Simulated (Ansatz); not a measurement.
# What PbO (model cell, started as zinc blende) distorts into, part 3 of 3

Which phase does PbO (model cell, started as zinc blende) fall into along its unstable mode, and how much energy does it gain?

Ansatz 0.2.0; DFT PBEsol, scalar-relativistic, plane waves, PAW.

So far. Step 4 (The mode frozen in, largest atomic shift 0.32 Å): The run ends at a pressure of 0.34 GPa, with forces up to 0.68 eV/Å. Step 5 (Energy along the mode, all amplitudes (two of the runs …): The lowest of the steps tried is at 0.32 Å, 13.8 meV/atom below the parent; the bottom of the well need not coincide with a step.

The structure was built from a prototype and need not be the compound's stable phase.

**7. The new phase in its own primitive cell**

The relaxed structure is symmetrised, reduced to its primitive cell and relaxed tightly, as its phonons need.

Input file input.yaml:

```yaml
crystal:
  lattice:
    - [3.9709620279, 0.0, 0.0]
    - [0.0, 4.0033512969, 0.0]
    - [0.0, 0.0, 5.0890069473]
  atoms:
    - { symbol: Pb, position: [0.5, 0.0, 0.2328116374] }
    - { symbol: Pb, position: [0.0, 0.5, 0.7671883626] }
    - { symbol: O, position: [0.5, 0.5, 0.0017427141] }
    - { symbol: O, position: [0.0, 0.0, 0.9982572859] }
kpoints:
  mp_grid: { grid: [6, 6, 6] }
hamiltonian:
  xc: pbesol
scf:
  occupations: { method: fixed }
output:
  forces: true
  stress: true
  eigenvalues: true
relax:
  adjacent_minimum: "off"
  f_tol: 0.001
  max_steps: 60
  cell: { stress_tol: 0.01 }
```

Run with:

```bash
$ ansatz run input.yaml --threads 4 --pin off --max-ram 7168MiB --backend cpu --events-out ev --progress --plain --runs-dir out
```

Numbers of over 12 decimals in the logs are rounded to 6 here.

What it wrote:

```text
[...]
Crystal: 4 atoms, lattice volume = 80.901 Å³
Basis set: ecut = 420 eV, 1601 PW (Γ), exchange–correlation on 54×54×72 points (8 copies of the dense FFT grid, shifted against one another)
Bands: 24, of which v1, the nominal top of the filled ones, is band 20 counted from 1 (19 counted from 0)
Symmetry: 8 space group operations
[...]
k-points: 64 of 216
[...]
--- Relaxed structure (6 steps of the walk, 4 accepted, 1 SCFs on fresh bases) ---
[...]
cell:  # Å, volume = 80.9026 Å³
    - [3.978343, 0.0, 0.0]
    - [0.0, 3.995968, 0.0]
    - [0.0, 0.0, 5.089070]
  atoms:
    - { symbol: Pb, position: [0.5, 0.0, 0.232809] }
    - { symbol: Pb, position: [0.0, 0.500000, 0.767191] }
    - { symbol: O, position: [0.5, 0.500000, 0.000947117] }
    - { symbol: O, position: [0.0, 0.0, 0.999053] }
[key lines of the parts left out:]
SCF converged after 5 iterations
Free energy (F): -24630.909503 eV
Fermi energy:    8.130429 eV
P = ⅓ Tr σ = 0.0004 GPa (0.004 kbar)
```

Wall time 7 s (4 threads of Intel Xeon 6975P-C (Granite Rapids), shared host); peak memory 0.48 GiB.

Step by step:

```
step  energy less that of the first step (eV)  largest force component (eV/Å)  pressure (GPa)  volume (Å³)
   1                                   0.0000                          0.0002            0.00        80.90
   2                                   0.0000                          0.0004            0.00        80.90
   3                                   0.0004                          0.0584           -0.21        80.95
   4                                   0.0000                          0.0057            0.02        80.89
   5                                   0.0000                          0.0083            0.00        80.89
   6                                   0.0000                          0.0001            0.00        80.90
  7*                                   0.0000                          0.0001            0.00        80.90
```

Relaxation steps marked * repeat the geometry before them on a plane-wave basis chosen anew for their cell, so energy and pressure can jump there. Relaxation steps 3, 5 were tried and not accepted.

The run keeps the 8 symmetry operations that it works with, so distortions that break them were not tested.

```csv
"conventional cell, symmetrised",before,after,change
a (Å),3.971,3.978,+0.2 %
b (Å),4.003,3.996,-0.2 %
c (Å),5.089,5.089,+0.0 %
volume (Å³/atom),20.23,20.23,+0.0 %
```

Final coordinates:

```cif
data_structure
_symmetry_space_group_name_H-M 'P 1'
_symmetry_Int_Tables_number 1
_cell_length_a 3.9783
_cell_length_b 3.9960
_cell_length_c 5.0891
_cell_angle_alpha 90.000
_cell_angle_beta 90.000
_cell_angle_gamma 90.000
_cell_volume 80.90
loop_
_atom_site_label
_atom_site_type_symbol
_atom_site_fract_x
_atom_site_fract_y
_atom_site_fract_z
_atom_site_occupancy
Pb1 Pb 0.50000 0.00000 0.23281 1
Pb2 Pb 0.00000 0.50000 0.76719 1
O3 O 0.50000 0.50000 0.00095 1
O4 O 0.00000 0.00000 0.99905 1
```

Numbers from this step:

```yaml
pressure: 3.70e-4 GPa
gap_on_the_k_mesh: 1.251 eV
direct_gap_on_mesh: 2.209 eV
```

The largest force component left is 0.066 meV/Å and the pressure is 0.000 GPa, within the tolerances set. The cell now holds 20.23 Å³/atom.

**8. Modes of the new phase, k-mesh 6×6×6**

A relaxed structure may still be a saddle point, so its zone-centre modes are computed. The response to a homogeneous field gives the Born charges and the dielectric tensor, and its change with displacement the Raman tensors.

Input file input.yaml:

```yaml
crystal:
  lattice:
    - [3.9783427343, 0.0, 0.0]
    - [0.0, 3.9959676649, 0.0]
    - [0.0, 0.0, 5.0890703811]
  atoms:
    - { symbol: Pb, position: [0.5, 0.0, 0.2328094146] }
    - { symbol: Pb, position: [0.0, 0.5, 0.7671905854] }
    - { symbol: O, position: [0.5, 0.5, 0.0009471172] }
    - { symbol: O, position: [0.0, 0.0, 0.9990528828] }
kpoints:
  mp_grid: { grid: [6, 6, 6] }
hamiltonian:
  xc: pbesol
scf:
  occupations: { method: fixed }
output:
  eigenvalues: true
phonons:
  method: dfpt
  dielectric: true
  rigid_motions: translations
  raman: true
```

What it wrote:

```text
[...]
Crystal: 4 atoms, lattice volume = 80.903 Å³
Basis set: ecut = 420 eV, 1601 PW (Γ), exchange–correlation on 60×60×72 points (8 copies of the dense FFT grid, shifted against one another)
Bands: 24, of which v1, the nominal top of the filled ones, is band 20 counted from 1 (19 counted from 0)
Symmetry: 8 space group operations
k-points: 112 of 216 (irreducible under 1 space group operation, time reversal used)
[...]
SCF iter   1: F=—  HF=-24630.934869 eV  |F-HF|=—  |Δ(HF+E_count)|=         —  Δρ=1.30e-2  dr2=1.34e-1  ethr=1.77e-3  ⟨swp⟩=5.0  Hψ=10189  notcnv=0  defer=217
[...]
SCF iter   9: F=-24630.909503 eV  HF=-24630.909503 eV  |F-HF|=3.64e-12  |Δ(HF+E_count)|=  3.60e-10  Δρ=2.20e-7  dr2=6.50e-11  ethr=1.00e-12  ⟨swp⟩=8.7  Hψ=20871  notcnv=0
SCF 1 converged in 9 iterations: F = -24630.909503 eV  dr2 = 6.50e-11
[...]
DFPT response loops at Γ: preconditioner auto → Resta (q_TF=auto, 2.426 Å⁻¹)  ε∞=6.9 (no band partly filled); β = 1.00, the filter's whole step (`scf.mixing.beta` (0.50) is not read by the response loops at its default; to damp them type it under 1.00, their step now; it binds the ground state too); Broyden in place of MSR1
── the response to a field inside a basis, on 12×12×10 k-points: an SCF that follows is theirs, and a resumed run solves both again ──
Bands: 21, of which v1, the nominal top of the filled ones, is band 20 counted from 1 (19 counted from 0)
k-points: 180
[...]
Eigensolver: Dense (180 Hₖ)
SCF iter   1: F=—  HF=-24630.903076 eV  |F-HF|=—  |Δ(HF+E_count)|=         —  Δρ=3.87e-4  dr2=2.20e-5  ethr=1.00e-1
[...]
SCF iter   6: F=-24630.903082 eV  HF=-24630.903082 eV  |F-HF|=5.09e-11  |Δ(HF+E_count)|=  4.58e-10  Δρ=2.05e-7  dr2=4.67e-11  ethr=1.21e-12
SCF 1 converged in 6 iterations: F = -24630.903082 eV  dr2 = 4.67e-11
[...]
WARN: field response: ε∞ stands inside a basis, on 12×12×10 points; the force constants stand on the 6×6×6 k-mesh, whose period is 12.34 times the interband length at k = (-0.5000, -0.5000, 0.0000), direct gap 2.275 eV, under 14: take them and everything formed from them as unconverged, and compare with a denser kpoints.mp_grid
SCF converged after 9 iterations
Free energy (F): -24630.909503 eV
[...]
Internal energy: -24630.909503 eV  (E = F + TS)
E sigma→0 (E₀):  -24630.909503 eV
Fermi energy:    8.130430 eV
[...]
--- Band table (eV; the first three rows and the last of 112) ---
  k-point 0: bands = [... 16 lower, 6.4453, 6.4731, 6.4741, 8.1304, 10.3802, 13.3810, 13.7921, 13.8463]
  k-point 1: bands = [... 16 lower, 6.4367, 6.4678, 6.4682, 7.9787, 10.1879, 13.0948, 13.1474, 13.2855]
  k-point 2: bands = [... 16 lower, 6.4181, 6.4543, 6.4554, 7.5251, 10.0055, 12.4163, 12.4694, 12.7031]
  k-point 111: bands = [... 16 lower, 5.9486, 5.9486, 7.1046, 7.1046, 11.5950, 11.5950, 12.7014, 12.7014]
--- Phonons (Γ-DFPT): 6 representative perturbations + reference, on 112 of 216 k-points (Σ response iterations 22) ---
  k mesh reduced under 1 symmetry operation, with k and −k counted as one. Each operation leaves every solved perturbation unchanged. A smaller set is not considered because the run solves the response to a homogeneous field
  ASR residual: 1.122e-4 → 0.000e0 eV/Å²; symmetrization residual: 5.492e-6 eV/Å²
  ASR residual per site (eV/Å²): 2.81e-5 2.81e-5 1.12e-4 1.12e-4
  Γ frequencies (cm⁻¹): 0.00 0.00 0.00 81.88 81.89 145.84 252.47 254.60 340.49 389.75 405.49 406.04
  ε∞ (high-frequency dielectric tensor):
        6.684957     0.000000     0.000000
        0.000000     6.697131     0.000000
        0.000000     0.000000     6.168962
  ε⁰ (static dielectric tensor: ions relaxed, cell fixed):
       19.177048     0.000000    -0.000000
        0.000000    19.464057    -0.000000
       -0.000000    -0.000000     8.887887
  ε⁰ − ε∞ (ionic part):
       12.492092     0.000000    -0.000000
        0.000000    12.766925    -0.000000
       -0.000000    -0.000000     2.718925
  softest optical mode at Γ: 81.88 cm⁻¹; the repairs (sum rule, projections) moved no ω² at Γ by more than (1.74 cm⁻¹)²
  Born effective charges Z* (e; rows j = field, columns β = displacement):
    site 0:
         3.14427    0.00000    0.00000
        -0.00000    3.15217    0.00000
         0.00000    0.00000    2.24562
    site 1:
         3.14427    0.00000    0.00000
        -0.00000    3.15217    0.00000
         0.00000    0.00000    2.24562
    site 2:
        -3.14427   -0.00000    0.00000
         0.00000   -3.15217    0.00000
         0.00000    0.00000   -2.24562
    site 3:
        -3.14427   -0.00000    0.00000
         0.00000   -3.15217    0.00000
         0.00000    0.00000   -2.24562
  Z* charge neutrality: 2.598e-3 e pre-enforcement
  solved inside a basis spanned on kpoints, on 12×12×10 k-points transformed towards the longest dipole: ε∞ is read to err by 1.9e-2, Z* by 1.6e-2 e (field_mesh: kpoints solves on kpoints); Z* is corrected for what the basis lacks
  Raman tensors (in the event stream and the table raman_tensors.tsv): an entry may err by 6.4e-2 Å², one of the second-order susceptibility by 1.1e-19 pm/V (basis, points and sum rule); their sum over the sites missed zero by 3.539e-15 Å² ahead of its enforcement
  optical modes at Γ without the LO–TO term, one row a degenerate level:
      ω (cm⁻¹)  modes    IR ((D/Å)²/amu)  static Raman (Å⁴/amu)  depolarisation
         81.88      1             0.0000                 6.8473           0.750
         81.89      1             0.0000                 6.7183           0.750
        145.84      1             0.0000               200.9389           0.000
        252.47      1            30.8689                 0.0000               —
        254.60      1            30.7144                 0.0000               —
        340.49      1             0.0000               178.0809           0.748
        389.75      1            15.6666                 0.0000               —
        405.49      1             0.0000                15.9285           0.750
        406.04      1             0.0000                16.7192           0.750
  optical modes at Γ + LO–TO along q̂ = [1.0000, 0.0000, 0.0000]:
      ω (cm⁻¹)  modes    IR ((D/Å)²/amu)  static Raman (Å⁴/amu)  depolarisation
         81.88      1             0.0000                 6.8473           0.750
         81.89      1             0.0000                 6.7183           0.750
        145.84      1             0.0000               200.9389           0.000
        252.47      1            30.8689                 0.0000               —
        340.49      1             0.0000               178.0809           0.748
        389.75      1            15.6666                 0.0000               —
        405.49      1             0.0000                15.9285           0.750
        406.04      1             0.0000                16.7192           0.750
        431.21      1            30.7144                 0.0000               —
  optical modes at Γ + LO–TO along q̂ = [0.0000, 1.0000, 0.0000]:
      ω (cm⁻¹)  modes    IR ((D/Å)²/amu)  static Raman (Å⁴/amu)  depolarisation
         81.88      1             0.0000                 6.8473           0.750
         81.89      1             0.0000                 6.7183           0.750
        145.84      1             0.0000               200.9389           0.000
        254.60      1            30.7144                 0.0000               —
        340.49      1             0.0000               178.0809           0.748
        389.75      1            15.6666                 0.0000               —
        405.49      1             0.0000                15.9285           0.750
        406.04      1             0.0000                16.7192           0.750
        430.42      1            30.8689                 0.0000               —
  optical modes at Γ + LO–TO along q̂ = [0.0000, 0.0000, 1.0000]:
      ω (cm⁻¹)  modes    IR ((D/Å)²/amu)  static Raman (Å⁴/amu)  depolarisation
         81.88      1             0.0000                 6.8473           0.750
         81.89      1             0.0000                 6.7183           0.750
        145.84      1             0.0000               200.9389           0.000
        252.47      1            30.8689                 0.0000               —
        254.60      1            30.7144                 0.0000               —
        340.49      1             0.0000               178.0809           0.748
        405.49      1             0.0000                15.9285           0.750
        406.04      1             0.0000                16.7192           0.750
        467.82      1            15.6666                 0.0000               —
```

Run time: 4.2 min. Hardware: 4 threads; peak memory 2.9 GiB.

Numbers from this step:

```yaml
sum_rule_residual_before_enforcement: 1.12e-4 eV/Å²
miss_of_the_charge_sum_rule: 0.002598 e
estimated_error_of_the_dielectric_tensor: 0.01946
estimated_error_of_the_born_charges: 0.01635 e
point_group: mmm
highest_optical_mode_at_the_zone_centre_no_lo_to_term: 406.0 cm⁻¹
lowest_optical_zone_centre_mode: 81.88 cm⁻¹
mean_high_frequency_dielectric_constant: 6.517
largest_born_charge_third_of_the_trace: 2.847 e
mean_static_dielectric_constant: 15.84
top_of_the_zone_centre_spectrum_with_the_field: 467.8 cm⁻¹
```

Without the LO-TO term. Patterns of degenerate modes are one choice out of their space. Modes at Γ, with each element's share of the kinetic energy:

```csv
mode,frequency (cm⁻¹),symmetry,Pb %,O %
1,0.0,acoustic,93,7
2,0.0,acoustic,93,7
3,0.0,acoustic,93,7
4,81.9,not assigned,99,1
5,81.9,not assigned,99,1
6,145.8,Ag,100,0
7,252.5,B2u,7,93
8,254.6,B3u,7,93
9,340.5,Ag,0,100
10,389.8,B1u,7,93
11,405.5,B2g,1,99
12,406.0,B3g,1,99
```

Displacements in mode 4 (81.9 cm⁻¹), the largest set to 1:
```
Pb1  0.00  1.00  0.00
Pb2  0.00 -1.00  0.00
O3   0.00  0.26  0.00
O4   0.00 -0.26  0.00
```

Displacements in mode 12 (406.0 cm⁻¹), the largest set to 1:
```
Pb1  0.00  0.02  0.00
Pb2  0.00 -0.02  0.00
O3   0.00 -1.00  0.00
O4   0.00  1.00  0.00
```

Optical modes at the zone centre, without and with the macroscopic field of the longitudinal modes; each column is sorted by frequency, so a row need not hold one and the same mode. Modes with and without the field, by row:

```
rank among optical modes  no field (cm⁻¹)  q along (1, 0, 0) (cm⁻¹)  q along (0, 1, 0) (cm⁻¹)  q along (0, 0, 1) (cm⁻¹)
                       1             81.9                      81.9                      81.9                      81.9
                       2             81.9                      81.9                      81.9                      81.9
                       3            145.8                     145.8                     145.8                     145.8
                       4            252.5                     252.5                     254.6                     252.5
                       5            254.6                     340.5                     340.5                     254.6
                       6            340.5                     389.8                     389.8                     340.5
                       7            389.8                     405.5                     405.5                     405.5
                       8            405.5                       406                       406                       406
                       9              406                     431.2                     430.4                     467.8
```

Born charge (rows field, columns displacement) (e), principal values of the symmetric part by kind of site:

```csv
atom,atoms with these values,low,middle,high,mean
Pb1,2,2.25,3.14,3.15,2.85
O3,2,-3.15,-3.14,-2.25,-2.85
```

In full for Pb1:

```
3.14 0.00 0.00
0.00 3.15 0.00
0.00 0.00 2.25
```

High-frequency dielectric tensor:

```
6.68 0.00 0.00
0.00 6.70 0.00
0.00 0.00 6.17
```

Static dielectric tensor (ions relaxed, fixed cell):

```
19.18  0.00  0.00
 0.00 19.46  0.00
 0.00  0.00  8.89
```

Transverse modes. Infrared lines, with heights relative to the strongest:

```
position (cm⁻¹)  lines merged  relative intensity
             82             2                 0.0
            146             1                 0.0
            252             1                 100
            255             1                  99
            340             1                 0.0
            390             1                  51
            406             2                 0.0
```

Activity x (w_L - w)^4 (n + 1)/w, 532 nm, 300 K; the tensors are static ones, while 532 nm light lies above the computed direct gap, where resonance would change the heights; modes without the macroscopic field alone. Raman lines, with heights relative to the strongest:

```csv
position (cm⁻¹),lines merged,relative intensity
82,2,19
146,1,100
252,1,0.0
255,1,0.0
340,1,23
390,1,0.0
406,2,3.2
```

Before it was imposed, the acoustic sum rule was missed by 1.1e-4 eV/Å² and the charge sum rule by 0.0026 e. Small misses are needed for a sound result but don't prove that mesh and cutoff are converged. The lowest optical mode is real, 81.9 cm⁻¹.

The log warns of the k mesh: “the force constants stand on the 6×6×6 k-mesh, whose period is 12.34 times the interband length at k = (-0.5000, -0.5000, 0.0000), direct gap 2.275 eV, under 14: take them and everything formed from them as unconverged”.

**9. Results**

* unstable mode of the parent: q = (0, -0.5, -0.5), 141i cm⁻¹
* depth at the lowest point sampled: 13.8 meV/atom
* largest atomic shift at that point: 0.32 Å
* space group reached (within 0.01 Å): Pmmn
* energy gained over the parent (first relaxation, on the mesh of the frozen mode): 242 meV/atom
* volume per atom, phase reached: 20.2 Å³
* gap on the k-mesh, phase reached: 1.25 eV
* lowest optical zone-centre mode, phase reached: 81.9 cm⁻¹
* highest optical mode at the zone centre (no LO-TO term), phase reached: 406 cm⁻¹

What this shows: Along this mode the structure falls into Pmmn, 242 meV/atom below the parent. At the parent's cell the well is 13.82 meV/atom deep on the steps tried, with its lowest point at a shift of 0.32 Å. Relaxing atoms and cell changes the gain by +228.39 meV/atom against the lowest step (energies at zero smearing). Most of the total comes from this relaxation. The new phase has no imaginary mode at the zone centre of its cell; other wavevectors were not checked. Of the 4 patterns followed to their end from this parent, this one reaches the lowest energy. Each path keeps the symmetry of its pattern, so a lower phase may lie along a pattern not tried. With the field response the log warns that the k mesh is coarse for the force constants too, so the frequencies may not be converged. The program warns that the interpolation holds no quadrupole term, so branches close to Γ can be off in this crystal. Spin-orbit coupling is left out, which can matter for the heavy elements here. The starting cell was built on a prototype and not taken from a measurement, so the phase need not exist.

[Logs are printed without paths, hosts, clocks, repeated set-up lines and the standing remarks that a program may print on its own settings, such as how far it seeks lower states.]

[Hosts, paths, dates, database ids (printed as entryN), source tags and the programs' standing remarks are cut or masked in the printed files.]
